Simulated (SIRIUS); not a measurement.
CdTe under changes of volume

One of the cells (32.922 Å³/atom); the others are scaled copies at fixed shape and fractional positions:

```
Te Cd
1.0
     0.00000    3.20500    3.20500
     3.20500    0.00000    3.20500
     3.20500    3.20500    0.00000
Te Cd
1 1
Direct
  0.75000 0.75000 0.75000
  0.00000 0.00000 0.00000
```

```yaml
Program: SIRIUS 7.12.0
Functional: PBEsol
Potentials_or_basis: PseudoDojo 0.4.1 PBEsol standard (scalar relativistic)
Cutoff: 1388 eV
Density_cutoff: 5552 eV
k_mesh: 7 × 7 × 7
Occupations: fermi-dirac, width 0.05 eV
Spin: no spin polarisation
```

| volume (Å³/atom) | energy over the lowest point (meV/atom) | pressure (GPa) | gap on the mesh (eV) |
| --- | --- | --- | --- |
| 30.947 | ? | ? | ? |
| 31.605 | 30.22 | 3.9 | 0.88 |
| 32.263 | 16.28 | 2.8 | 0.82 |
| 32.922 | 6.91 | 1.7 | 0.76 |
| 33.580 | 1.63 | 0.8 | 0.70 |
| 34.239 | 0.00 | -0.1 | 0.64 |
| 34.897 | 1.64 | -0.8 | 0.59 |

What does the run at 30.947 Å³/atom give?

Energy over the lowest point 49.28 meV/atom; pressure 5.3 GPa; gap on the mesh 0.94 eV.

Worked out: A Birch-Murnaghan fit of order 3 (a polynomial in V^(-2/3)) to the other rows has its minimum at 34.23 Å³/atom with B0 = V·E''(V) = 41 GPa and B' = 4.8. It gives 49.27 meV/atom at 30.947 Å³/atom, against the run's 49.28, and -dE/dV = 5.3 GPa, against 5.3. A straight line through the other rows of the gap, of slope -2.96 eV per unit of ln V, extrapolates to 0.94 eV, against the run's 0.94.

Energies are extrapolated to zero smearing.

Caveats: spin-orbit coupling is left out, which moves the levels of the heavy elements; an odd mesh through Γ misses points on the zone boundary, where band edges often lie.
